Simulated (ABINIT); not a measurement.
SnSe: equation of state with LDA

Crystal: SnSe.

```xyz
2
Lattice="0.0000 3.0100 3.0100 3.0100 0.0000 3.0100 3.0100 3.0100 0.0000" Properties=species:S:1:pos:R:3 pbc="T T T"
Sn    0.0000    0.0000    0.0000
Se    3.0100    3.0100    3.0100
```

Measurements of this composition are mostly on another form, of space group No. 62.

```yaml
Program: ABINIT 10.8.3 (patched build)
Task: equation of state
Functional: LDA
Potentials_or_basis: HGH LDA
Cutoff: 544 eV
k_mesh: 8 × 8 × 8
Occupations: fermi-dirac, width 0.05 eV
Spin: no spin polarisation
```

```yaml
Equilibrium_volume: "25.48 Å³/atom (rough: see the caveat)"
Bulk_modulus: 58 GPa (rough)
```

Energy against volume, from the lowest point:
| volume (Å³/atom) | energy (meV/atom) |
| --- | --- |
| 25.635 | 0.00 |
| 26.180 | 3.22 |
| 26.725 | 10.01 |
| 27.271 | 20.11 |
| 27.816 | 33.31 |
| 28.362 | 49.02 |
| 28.907 | 67.11 |

Wall time 64 s on 1 thread of Arm Neoverse V1, with other jobs on the host, peak memory 0.14 GiB.

Caveat: the cutoff is too short for stress, so the log's stress isn't used; pressures at fixed basis lie under the slope of the energies; the minimum lies outside the volumes run; HGH potentials are hard and often keep d shells in the core, so these values are rough.
